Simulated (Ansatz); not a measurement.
# Si3N4: the cost of one run

Method: DFT, PBE, plane-wave PAW, default files, scalar-relativistic, frozen cores, as far as a step names no other, in Ansatz 0.2.0.

2 further runs of the same task are left out: 2 that didn't finish.

## (1) The structure to begin with

Symmetry: I-43d, No. 220, cubic system. The conventional cell has a = 6.475 Å, b = 6.475 Å, c = 6.475 Å, α = 90.00°, β = 90.00°, γ = 90.00°. Around Si (site symmetry -4) lie 4 N at 1.75 Å. Around N (site symmetry 3) lie 3 Si at 1.75 Å.

Structure file:

```
Si N
1.0
    -3.23735    3.23735    3.23735
     3.23735   -3.23735    3.23735
     3.23735    3.23735   -3.23735
Si N
6 8
Direct
  0.25000 0.12500 0.87500
  0.87500 0.25000 0.12500
  0.75000 0.37500 0.62500
  0.62500 0.75000 0.37500
  0.12500 0.87500 0.25000
  0.37500 0.62500 0.75000
  0.56280 0.56280 0.56280
  0.43720 0.50000 0.00000
  0.50000 0.00000 0.93720
  0.00000 0.43720 0.50000
  0.93720 0.50000 0.00000
  0.06280 0.06280 0.06280
  0.00000 0.93720 0.50000
  0.50000 0.00000 0.43720
```

The earlier run gave: gap on the mesh 4.07 eV, largest force 0.021 eV/Å, pressure 1.9 GPa.

The printed gradients, by site:

| site | atoms | first shell | V_zz (10²¹ V/m²) | η | C_Q (MHz) |
| --- | --- | --- | --- | --- | --- |
| Si | 1, 2, 3, 4, … | 4 N at 1.75 Å | -0.077 | 0.00 | – |
| N | 7, 8, 9, 10, … | 3 Si at 1.75 Å | -5.98 | 0.00 | -2.96 (¹⁴N) |

V_zz is the principal component of the electric field gradient with the largest magnitude, η = (V_xx − V_yy)/V_zz and C_Q = eQV_zz/h. Quadrupole moments are those of Pyykkö's year-2017 table. A dash under C_Q marks elements without a common quadrupolar isotope.

## (2) Ions relaxed at fixed cell

input.yaml

```yaml
crystal:
  lattice:
    - [-3.23735, 3.23735, 3.23735]
    - [3.23735, -3.23735, 3.23735]
    - [3.23735, 3.23735, -3.23735]
  atoms:
    - { symbol: Si, position: [0.25, 0.125, 0.875] }
    - { symbol: Si, position: [0.875, 0.25, 0.125] }
    - { symbol: Si, position: [0.75, 0.375, 0.625] }
    - { symbol: Si, position: [0.625, 0.75, 0.375] }
    - { symbol: Si, position: [0.125, 0.875, 0.25] }
    - { symbol: Si, position: [0.375, 0.625, 0.75] }
    - { symbol: "N", position: [0.5628, 0.5628, 0.5628] }
    - { symbol: "N", position: [0.4372, 0.5, 0.0] }
    - { symbol: "N", position: [0.5, 0.0, 0.9372] }
    - { symbol: "N", position: [0.0, 0.4372, 0.5] }
    - { symbol: "N", position: [0.9372, 0.5, 0.0] }
    - { symbol: "N", position: [0.0628, 0.0628, 0.0628] }
    - { symbol: "N", position: [0.0, 0.9372, 0.5] }
    - { symbol: "N", position: [0.5, 0.0, 0.4372] }
kpoints:
  mp_grid: { grid: [6, 6, 6] }
scf:
  occupations: { method: fermi_dirac, width: 0.02 }
hamiltonian:
  xc: pbe
  pseudopotentials: { kind: paw, frozen_core: stored }
output:
  forces: true
  stress: true
  populations: true
  efg: { quadrupole_moments_barn: { "N": 0.02044 } }
relax:
  f_tol: 0.02
  max_steps: 60
```

Launch:

```console
> ansatz run input.yaml --threads 4 --pin off --max-ram 8192MiB --backend cpu --events-out ev --progress --plain --runs-dir out
```

Q: Estimate wall time and peak memory on 4 threads of Intel Xeon Platinum 8488C (Sapphire Rapids), shared host.

About 4.3 s, with a peak of 0.53 GiB.
